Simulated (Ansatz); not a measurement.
LiBr in the rocksalt structure (r2SCAN geometry), in Ansatz:

```yaml
crystal:
  lattice:
    - [0.00000, 2.73957, 2.73957]
    - [2.73957, 0.00000, 2.73957]
    - [2.73957, 2.73957, 0.00000]
  atoms:
    - { symbol: Li, position: [0.00000, 0.00000, 0.00000] }
    - { symbol: Br, position: [0.50000, 0.50000, 0.50000] }
```

G0W0@PBE with 225 empty bands, a screening cutoff of 180 eV and a 6×6×6 mesh (PAW, contour deformation) gives 7.258 eV over the mesh points, from a PBE gap of 4.991 eV; it sums over 230 bands with 229 plane waves in the screening and a wave cutoff of 420 eV. No extrapolation in bands, cutoff or mesh was made for G0W0. Calculated for a static, non-magnetic cell.

Task: Estimate the gap with starting point r2SCAN, with them a wave cutoff of 500 eV.

Result: 7.687 eV (+0.429 eV), from a Kohn-Sham gap of 5.879 eV.

Task: Estimate the gap with frequency model Godby-Needs pole.

Result: 7.211 eV (-0.047 eV), from a Kohn-Sham gap of 4.991 eV.

Task: Another run gave a Kohn-Sham gap of 4.990 eV and a G0W0 gap of 7.187 eV, summing over 230 bands with 229 plane waves in the screening and a wave cutoff of 1034 eV. What was changed?

Result: Potentials of the kind norm-conserving, with them a wave cutoff of 1034 eV. The wave cutoff gives it away.

The runs are scalar-relativistic, without spin-orbit coupling.
